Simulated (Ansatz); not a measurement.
# Σ5 (310) boundary in bcc Mo with N (interstitial): structure and resistance, part 2 of 2

Aim: the relaxed structure and the specific resistance of the Σ5 (310) boundary in bcc Mo with N (interstitial).

Ansatz 0.2.0; Ansatz plane-wave DFT, PBE, PAW files; relaxation of a bicrystal slab with its lowest layers held; PAW set soft_1 (the session's first sound run).

So far. Step 2 (Relaxing the bicrystal): The largest force component on a free atom ends at 0.019 eV/Å, under the tolerance of 0.03, after 7 steps.

## 3. Transmission across the boundary

Bulk layers of each grain are laid under and over the relaxed boundary, and a lead is named in the middle of each, away from the free faces. The mesh across the current, 20×20, is finer than the density's, because channels open and close sharply across the zone. Energies from -0.1 to 0.1 eV in steps of 0.05 eV are too few for the program's thermal sum, so it prints no conductance; for a metal the transmission near the Fermi level serves, at a fraction of the cost.

This step: Ansatz plane-wave DFT, PBE, PAW files; ballistic transport by layer matching (Landauer), zero bias; boundary relaxed in a short slab, bulk layers laid on; PAW set soft_1 (Ansatz 0.2.0).

System of this step: Σ5 (310) boundary in bcc Mo with N (interstitial). The cell holds 45 atoms: 44 Mo and 1 N. Cell: a = 5.219 Å, b = 3.147 Å, c = 51.287 Å, α = 90.0°, β = 90.0°, γ = 72.5°. It derives from Mo. Regions: lower grain, 18 atoms (18 Mo); boundary, 13 atoms (12 Mo and 1 N); upper grain, 14 atoms (14 Mo). Vacuum lies along c.

The input, input.yaml:

```yaml
crystal:
  lattice:
    - [5.2187091076, 0.0, 0.0]
    - [0.9488562014, 3.0005467684, 0.0]
    - [0.0, 0.0, 51.286733928]
  atoms:
    - { symbol: Mo, position: [-9.2000000002, -6.8999999999, 0.0779928783] }
    - { symbol: Mo, position: [-8.8000000002, -6.5999999999, 0.0973968977] }
    - { symbol: Mo, position: [-8.4000000001, -6.2999999999, 0.1168009171] }
    - { symbol: Mo, position: [-8.0000000001, -5.9999999999, 0.1362049365] }
    - { symbol: Mo, position: [-7.6000000001, -5.6999999999, 0.1556089559] }
    - { symbol: Mo, position: [-7.2000000001, -5.3999999999, 0.1750129753] }
    - { symbol: Mo, position: [-6.8000000001, -5.0999999999, 0.1944169947] }
    - { symbol: Mo, position: [-6.4000000001, -4.7999999999, 0.2138210141] }
    - { symbol: Mo, position: [-6.0000000001, -4.4999999999, 0.2332250335] }
    - { symbol: Mo, position: [-5.6000000001, -4.1999999999, 0.2526290529] }
    - { symbol: Mo, position: [-5.2000000001, -3.8999999999, 0.2720330723] }
    - { symbol: Mo, position: [-4.8000000001, -3.6, 0.2914370917] }
    - { symbol: Mo, position: [-4.4000000001, -3.3, 0.3108411111] }
    - { symbol: Mo, position: [-4.0, -3.0, 0.3302451304] }
    - { symbol: Mo, position: [-3.6, -2.7, 0.3496491498] }
    - { symbol: Mo, position: [-3.2, -2.4, 0.3690531692] }
    - { symbol: Mo, position: [-2.8, -2.1, 0.3884571886] }
    - { symbol: Mo, position: [-2.4, -1.8, 0.407861208] }
    - { symbol: Mo, position: [1.0, 0.5, 0.4272652274] }
    - { symbol: Mo, position: [0.3992375527, 0.8003812237, 0.4465887051] }
    - { symbol: Mo, position: [0.8002974661, 0.099851267, 0.4666073271] }
    - { symbol: Mo, position: [0.1894253362, 0.4052873319, 0.485839] }
    - { symbol: Mo, position: [0.5964193225, 0.7017903388, 0.504169336] }
    - { symbol: Mo, position: [0.0308129718, -0.0154064859, 0.5292583436] }
    - { symbol: "N", position: [0.3395679131, 0.3302160434, 0.5291242741] }
    - { symbol: Mo, position: [0.5901661929, 0.7049169035, 0.5537686876] }
    - { symbol: Mo, position: [0.1846333652, 0.4076833174, 0.5723145532] }
    - { symbol: Mo, position: [0.7948879183, 0.1025560409, 0.5916173597] }
    - { symbol: Mo, position: [0.3920599114, 0.8039700443, 0.6115711985] }
    - { symbol: Mo, position: [0.9943958861, 0.502802057, 0.6309775608] }
    - { symbol: Mo, position: [0.5959435978, 0.2020282011, 0.6503508502] }
    - { symbol: Mo, position: [-2.8040564022, -2.0979717989, 0.6697548696] }
    - { symbol: Mo, position: [-3.2040564022, -2.3979717989, 0.6891588889] }
    - { symbol: Mo, position: [-3.6040564022, -2.6979717989, 0.7085629083] }
    - { symbol: Mo, position: [-4.0040564022, -2.9979717989, 0.7279669277] }
    - { symbol: Mo, position: [-4.4040564022, -3.2979717989, 0.7473709471] }
    - { symbol: Mo, position: [-4.8040564023, -3.5979717989, 0.7667749665] }
    - { symbol: Mo, position: [-5.2040564023, -3.8979717989, 0.7861789859] }
    - { symbol: Mo, position: [-5.6040564023, -4.1979717988, 0.8055830053] }
    - { symbol: Mo, position: [-6.0040564023, -4.4979717988, 0.8249870247] }
    - { symbol: Mo, position: [-6.4040564023, -4.7979717988, 0.8443910441] }
    - { symbol: Mo, position: [-6.8040564023, -5.0979717988, 0.8637950635] }
    - { symbol: Mo, position: [-7.2040564023, -5.3979717988, 0.8831990829] }
    - { symbol: Mo, position: [-7.6040564023, -5.6979717988, 0.9026031023] }
    - { symbol: Mo, position: [-8.0040564023, -5.9979717988, 0.9220071217] }
kpoints:
  mp_grid: { grid: [8, 8, 1] }
hamiltonian:
  xc: pbe
  pseudopotentials: { kind: paw, azcp: { folder: soft_1 } }
scf:
  occupations: { method: fermi_dirac, width: 0.1 }
output:
  transmission:
    leads: [[10, 11], [36, 37]]
    kmesh: [20, 20]
    e_range: [-0.1, 0.1]
    de: 0.05
  write_potential: true
  write_density: true
  volumetric_format: npy
  elf: true
```

Run with:

```console
ansatz run input.yaml --threads 4 --pin off --max-ram 15360MiB --backend cpu --events-out ev --progress --plain --runs-dir out
```

Numbers of over 12 decimals in the logs are rounded to 6 here.

The program printed:

```text
[...]
Crystal: 45 atoms, lattice volume = 803.098 Å³
Basis set: ecut = 420 eV, 15783 PW (Γ)
Bands: 373, of which v1, the nominal top of the filled ones, is band 311 counted from 1 (310 counted from 0)
Symmetry: 2 space group operations
[...]
k-points: 21 of 64 (time reversal used)
[...]
SCF iter   1: F=—  HF=-218476.806682 eV  |F-HF|=—  |Δ(HF+E_count)|=         —  Δρ=1.04e-1  dr2=4.99e2  ethr=3.10e-3  ⟨swp⟩=6.0  Hψ=27450  notcnv=0
[...]
SCF iter  12: F=-218443.329109 eV  HF=-218443.329109 eV  |F-HF|=2.37e-8  |Δ(HF+E_count)|=   1.06e-7  Δρ=1.48e-6  dr2=5.71e-8  ethr=1.61e-11  ⟨swp⟩=14.7  Hψ=24821  notcnv=0
SCF 1 converged in 12 iterations: F = -218443.329109 eV  dr2 = 5.71e-8
[...]
transmission: 714 of 7104 steps passed
transmission: 1422 of 7104 steps passed
[...]
transmission: 7104 of 7104 steps passed
WARN: The output density's exchange-correlation potential varies sharply where the density is thin. Do not read a vacuum level from v_tot or v_xc, or from such a field of the output density. On a cell that repeats whose density bears no net charge and no dipole along the vacuum's axis use v_es (v_loc + v_h of the components); under efield.dipole_correction with no amplitude use v_es + v_field, which holds any externa [...]
SCF converged after 12 iterations
Free energy (F): -218443.329109 eV
[...]
Internal energy: -218442.205827 eV  (E = F + TS)
E sigma→0 (E₀):  -218442.767468 eV
Entropy (-TS):   -1.123282 eV (-24.962 meV/atom)
Fermi energy:    17.663555 eV
[...]
--- Band table (eV; the first three rows and the last of 21) ---
  k-point 0: bands = [... 307 lower, 17.4122, 17.4651, 17.4838, 17.5141, 17.5261, 17.5754, 17.5914, 17.6578, ... 58 higher]
  k-point 1: bands = [... 307 lower, 17.1921, 17.2234, 17.3192, 17.4123, 17.4305, 17.5118, 17.5829, 17.6340, ... 58 higher]
  k-point 2: bands = [... 307 lower, 16.9521, 17.0328, 17.0549, 17.2884, 17.3662, 17.6002, 17.6698, 17.8146, ... 58 higher]
  k-point 20: bands = [... 307 lower, 17.5787, 17.6144, 17.6546, 17.6652, 17.7456, 17.7538, 17.7781, 17.8529, ... 58 higher]
--- Transmission ---
  basis      : 141 plane waves across, 64 finite elements along
  points     : 111, standing for a mesh of 20 x 20
  energies   : 5 from -0.100000 to 0.100000 eV about the Fermi level, 0.050000 eV apart; the leads are filled to 0.000000 eV, and channels, transmission and decay are at 0.000000 eV
  crystal 0  : Mo2, at the sites [10, 11], period 1.9903 Å, over 19.90 Å; its Hamiltonian steps by up to 8.7 meV
    offset         : up to 0.0000 Å between an atom of the period and one for which it stands
    channels       : 2.495000e0 a spin
    conductance    : none, the energies end too early or step too widely for 300 K: set another output.transmission.e_range or a lower de, or, where they end at an eighth of basis.ecutwfc, a higher one
    slowest decay  : 0.0228 /Å at (0.4500, 0.3000)
[...]
channels       : 2.495000e0 a spin
[...]
slowest decay  : 0.0225 /Å at (0.4500, 0.3000)
  junction   : crystal 0 to crystal 1, 13.45 to 37.83 Å
    transmission   : 8.620866e-1 a spin
[...]
```

Wall time 17 min (4 threads of Arm Neoverse V1, shared host); peak memory 9.3 GiB; 64 min of CPU time.

The column dr2 measures how far the density is from self-consistency, as an energy; F and HF (Harris–Foulkes) agree once it is small.

Numbers from this step:

* free energy: -218443.3291 eV
* energy at zero smearing: -218442.7675 eV
* Fermi energy: 17.66 eV
* cell area: 15.66 Å²
* transmission per spin nearest the Fermi level: 0.8621
* open channels per spin nearest the Fermi level: 2.495
* open channels per spin, upper lead: 2.495
* step of the lead's potential: 8.7 meV
* step of the upper lead's potential: 7.8 meV

Per spin. Table of transmission, zone mean by energy, zero at the Fermi level:

```
energy (eV)  transmission, zone mean
    -0.1000                    0.846
    -0.0500                    0.843
     0.0000                    0.862
     0.0500                    0.843
     0.1000                    0.890
```

Per spin. Table of open channels, zone mean, lead = upper lead by energy, zero at the Fermi level:

```
energy (eV)  open channels, zone mean, lead = upper lead
    -0.1000                                         2.52
    -0.0500                                         2.52
     0.0000                                         2.50
     0.0500                                         2.59
     0.1000                                         2.67
```

Transmission over k1 and k2. At 0.0000 eV from the Fermi level.

Values, 12 rows by 16 columns, each cell a mean:
```
0.21 0.26 0.27 0.26 0.27 0.28 0.28 0.23 0.47 0.55 0.55 0.54 0.54 0.56 0.55 0.39
0.17 0.23 0.05 0.04 0.13 0.24 0.03 0.04 0.27 0.20 0.22 0.22 0.24 0.24 0.11 0.05
0.47 0.21 0.18 0.20 0.48 0.47 0.03 0.14 0.39 0.08 0.05 0.08 0.24 0.30 0.04 0.46
0.86 0.54 0.51 0.74 0.85 0.89 0.92 0.91 0.93 0.23 0.41 0.88 0.91 0.94 0.88 0.67
1.96 2.04 1.89 1.68 1.55 1.55 1.73 1.70 1.69 1.62 1.64 1.70 1.52 1.55 1.72 1.95
3.43 3.56 2.46 1.83 1.67 2.08 2.78 2.92 3.06 2.95 2.83 2.13 1.65 1.77 2.37 3.67
2.63 2.50 1.88 1.65 1.71 2.00 2.24 2.26 2.21 2.29 2.01 1.68 1.69 1.95 2.49 2.68
1.04 0.97 1.14 1.14 1.09 1.12 0.82 0.66 1.23 1.09 1.12 1.12 1.05 0.92 0.98 1.03
0.76 0.66 0.33 0.50 0.46 0.27 0.02 0.05 0.52 0.46 0.37 0.79 0.61 0.45 0.23 0.28
0.22 0.00 0.01 0.43 0.14 0.14 0.14 0.11 0.41 0.00 0.00 0.37 0.11 0.08 0.08 0.26
0.15 0.28 0.42 0.41 0.41 0.41 0.42 0.44 0.34 0.17 0.15 0.19 0.11 0.10 0.12 0.20
0.28 0.50 0.60 0.65 0.63 0.64 0.61 0.53 0.33 0.42 0.52 0.57 0.55 0.56 0.52 0.44
```
Columns: k1 (b1) from -0.5 to 0.45; rows upwards: k2 (b2) from -0.5 to 0.45.

Open channels over k1 and k2. At 0.0000 eV from the Fermi level.

Ten even steps from '0' (0.00) to '9' (7.00):
```
24445544424444444444
22221222224422122442
01111110001122221100
11111110001222221000
11111111011111111011
11111112211111112211
22222222242222422222
55577557755555775577
88877577777777775778
89877777878787777789
88775777777777757788
57755775555577557755
22222242222422222222
11122111111122111111
11101111111101111111
10001222221000111111
00011222211000111111
22442212244222221222
24444444444244455444
24445454442444545444
```
Columns: k1 (b1) from -0.5 to 0.45; rows upwards: k2 (b2) from -0.5 to 0.45.

ELF in the ca plane at fractional y = 0.300, with atoms of Mo and N within 0.2 Å of it. It is the smooth field of the valence electrons, not physical close to the nuclei.

Values, 8 rows by 16 columns, each cell a mean:
```
0.29 0.32 0.36 0.39 0.29 0.32 0.31 0.38 0.24 0.26 0.38 0.30 0.31 0.32 0.36 0.39
0.24 0.28 0.30 0.30 0.31 0.57 0.38 0.33 0.30 0.31 0.34 0.43 0.51 0.32 0.29 0.31
0.29 0.31 0.63 0.37 0.34 0.46 0.34 0.25 0.22 0.21 0.29 0.37 0.43 0.34 0.44 0.56
0.32 0.29 0.67 0.43 0.40 0.29 0.36 0.26 0.35 0.29 0.32 0.31 0.31 0.38 0.52 0.61
0.42 0.34 0.35 0.30 0.38 0.39 0.24 0.27 0.66 0.63 0.25 0.25 0.41 0.39 0.28 0.34
0.38 0.38 0.37 0.34 0.39 0.35 0.61 0.34 0.61 0.59 0.40 0.52 0.36 0.39 0.33 0.37
0.34 0.24 0.31 0.33 0.32 0.33 0.68 0.40 0.42 0.36 0.51 0.61 0.34 0.32 0.29 0.30
0.32 0.29 0.31 0.61 0.35 0.35 0.40 0.30 0.21 0.23 0.33 0.38 0.36 0.42 0.54 0.30
```
Columns run along c (16.0 Å, from fractional 0.36 to 0.67 of the cell), rows up along a (5.2 Å). Atoms in or near the plane, at fractional coordinates: N at (0.53, 0.34).

Valence density in the ca plane at fractional y = 0.300, with atoms of Mo and N within 0.2 Å of it. It is the smooth field of the valence electrons, not physical close to the nuclei.

Ten even steps from '0' (0.2 e/Å³) to '9' (6.3 e/Å³), each cell a mean:
```
00000000122100000000000000000000000001221000
01100000000000121000000000000000111000000000
00000000000000243100000000000001342000000000
00000012100000343100000000000001453000001210
00000257410000121000000000000000121000014652
00000389620000000000000000000000000000027983
20000267510000000000000000000000000000015862
51000022100000000000000121000000000000001320
61000000000000000010001353100010000000000000
30000000000000001453001343101353100000000000
00000000000000003896100121002697200000000000
00000000011000002786100000002687200000110000
00000000134100001332000000000243100002431000
00000000245200000000000000000000000002541000
```
Columns run along c (16.0 Å, from fractional 0.36 to 0.67 of the cell), rows up along a (5.2 Å). Atoms in or near the plane, at fractional coordinates: N at (0.53, 0.34).

Electrostatic potential energy in the ca plane at fractional y = 0.300, with atoms of Mo and N within 0.2 Å of it. With pseudopotentials it is smooth inside the atoms' cores, unlike the true potential.

Ten even steps from '0' (-43 eV) to '9' (19 eV), each cell a mean:
```
87889999644689988999999777999999889986346999
76689999887898655899999888999998656898778999
86789998999997312699999999999986214799999899
98899855689997312689999999999986213799986568
99998510269998645899999999999997546899962015
89998300058999888999999999999999888999840003
48998400169999999999999999999999999999951004
16999744589999999999999656999999999999985347
05999988999999998667897203898767899999998889
37999999999999996213698313896312699999999999
79999999998999983000589757984000489999999999
99999999866799984001589999985000489997668999
99999998522589997324799888997423799985236899
99999998511489999878999777999878999974125899
```
Columns run along c (16.0 Å, from fractional 0.36 to 0.67 of the cell; values clipped at the 3rd and 97th percentile), rows up along a (5.2 Å). Atoms in or near the plane, at fractional coordinates: N at (0.53, 0.34).

Over the solved energies the transmission per spin lies between 0.843 and 0.890, out of 2.56 channels of the lead on average (up to 2.67).

## 4. Specific resistance

This step: Ansatz plane-wave DFT, PBE, PAW files; ballistic transport by layer matching (Landauer), zero bias; specific resistance of the boundary; PAW set soft_1 (Ansatz 0.2.0).

Numbers from this step:

| Item | Value |
| --- | --- |
| area resistance | 1.569 fΩ m² |
| T over the leads' mean channel count | 0.3350 |

Averaged over the energies near the Fermi level, 33.5 % of the channels pass, which makes 1.57 fΩ m².

By hand, with T and the leads' channels N averaged over the energies near the Fermi level: RA = A (h/2e²)(1/T − ½[1/N₁ + 1/N₂]) = 15.66×10⁻²⁰ m² × 12 906 Ω × (1/0.8567 − ½[1/2.557 + 1/2.557]) = 1.57 fΩ m².

## 5. Results

```yaml
specific_resistance_of_the_boundary: 1.57 fΩ m²
share_of_channels_that_pass: 0.335
```

In words: The boundary has a specific resistance of 1.6 fΩ m². The boundary reflects 66 % of the channels; 1.6 fΩ m² is 16×10⁻¹² Ω·cm². That equals the resistance of 28 nm of bulk Mo at 300 K (measured 5.52 µΩ cm, CRC Handbook of Chemistry and Physics, 84th ed., 2003, Electrical Resistivity of Pure Metals). One N in 15.7 Å² of boundary is a high coverage. One starting structure was relaxed; another shift or atom count at the boundary may lie lower.

[Logs are printed without paths, hosts, clocks, repeated set-up lines and the standing remarks that a program may print on its own settings, such as how far it seeks lower states.]

[Hosts, paths, dates, database ids (printed as entryN), source tags and the programs' standing remarks are cut or masked in the printed files.]
